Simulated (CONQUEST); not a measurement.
**ZrC under changes of volume**

One of the cells (13.493 Å³/atom); the others are scaled copies at fixed shape and fractional positions:

```
Zr C
1.0
     3.36677    0.00000    0.00000
     0.00000    3.36677    0.00000
     0.00000    0.00000    4.76133
Zr C
2 2
Direct
  0.00000 0.00000 0.50000
  0.50000 0.50000 0.00000
  0.00000 0.00000 0.00000
  0.50000 0.50000 0.50000
```

```yaml
Program: CONQUEST 1.3
Functional: PBEsol
Potentials_or_basis: PseudoDojo NC PBEsol, DZP, grid of 32 × 32 × 48 points
k_mesh: 8 × 8 × 6
Occupations: fermi-dirac, width 0.05 eV
Spin: no spin polarisation
```

```tsv
volume (Å³/atom)	energy over the lowest point (meV/atom)	pressure (GPa)
12.434	8.37	7.9
12.699	0.00	2.2
13.228	?	?
13.493	23.63	-11.1
13.757	44.52	-14.2
14.022	70.54	-17.6
```

Question: What does the run at 13.228 Å³/atom give?

Answer: Energy over the lowest point 8.55 meV/atom; pressure -7.1 GPa.

Worked out: A Birch-Murnaghan fit of order 3 (a polynomial in V^(-2/3)) to the other rows has its minimum at 12.81 Å³/atom with B0 = V·E''(V) = 244 GPa and B' = 5.5. It gives 8.66 meV/atom at 13.228 Å³/atom, against the run's 8.55, and -dE/dV = -7.1 GPa, against -7.1.

Energies are extrapolated to zero smearing.

Caveats: the basis of atomic orbitals isn't converged, which shifts pressures, moduli and gaps; the real-space grid breaks the cell's symmetry a little.
